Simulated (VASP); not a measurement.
Runs of VASP 6.6.1 on SiC (Moissanite 6H). The structure is hexagonal, space group P6_3mc (No. 186). Conventional cell: a = 3.095 Å, b = 3.095 Å, c = 15.170 Å, α = 90.00°, β = 90.00°, γ = 120.00°. Si (site symmetry 3m) is surrounded by 4 C at 1.90 Å. Si (site symmetry 3m) has 4 C at 1.90 Å as nearest neighbours. Around Si (site symmetry 3m) lie 4 C at 1.90 Å. C (site symmetry 3m) is surrounded by 4 Si at 1.90 Å. Around C (site symmetry 3m) lie 4 Si at 1.90 Å. C (site symmetry 3m) has 4 Si at 1.90 Å as nearest neighbours. 

| task | level | cell | cutoff (eV) | smearing | gap on the mesh (eV) | pressure (GPa) | relaxed volume (Å³/atom) | largest force (eV/Å) |
| --- | --- | --- | --- | --- | --- | --- | --- | --- |
| relaxation of cell and atoms | vdW-DF | relaxed | 600 | fermi-dirac 0.05 eV | 2.29 | 0.1 | 10.70 | 0.02 |
| single point | PBE | as given | 520 | gaussian 0.013 eV | 2.02 | 0.2 | - | (c) |
| relaxation of cell and atoms | vdW-DF-cx | relaxed | 600 | fermi-dirac 0.05 eV | (a) | 0.0 | 10.42 | 0.01 |
| relaxation of cell and atoms | rev-vdW-DF2 | relaxed | 600 | fermi-dirac 0.05 eV | 2.06 | 0.0 | 10.44 | 0.01 |
| relaxation of cell and atoms | optPBE-vdW | relaxed | 600 | fermi-dirac 0.05 eV | 2.18 | 0.0 | 10.57 | 0.01 |
| relaxation of cell and atoms | vdW-DF2 | relaxed | 600 | fermi-dirac 0.05 eV | 2.54 | 0.0 | 10.83 | - |
| relaxation of cell and atoms | optB88-vdW | relaxed | 600 | fermi-dirac 0.05 eV | 2.18 | 0.0 | 10.50 | - |
| relaxation of cell and atoms | optB86b-vdW | relaxed | 600 | fermi-dirac 0.05 eV | 2.06 | 0.0 | (b) | 0.01 |

Alike in all rows: potentials or basis VASP PAW PBE potentials, release 64 (Si, C); no spin polarisation; k mesh 10 × 10 × 2.

Problem. Estimate the missing entries.

Solution. (a) 1.98; (b) 10.45; (c) 0.14.

Caveats: the PAW data sets were made with another functional, which shifts forces and pressure a little (some runs).

A k mesh can miss the band edges.
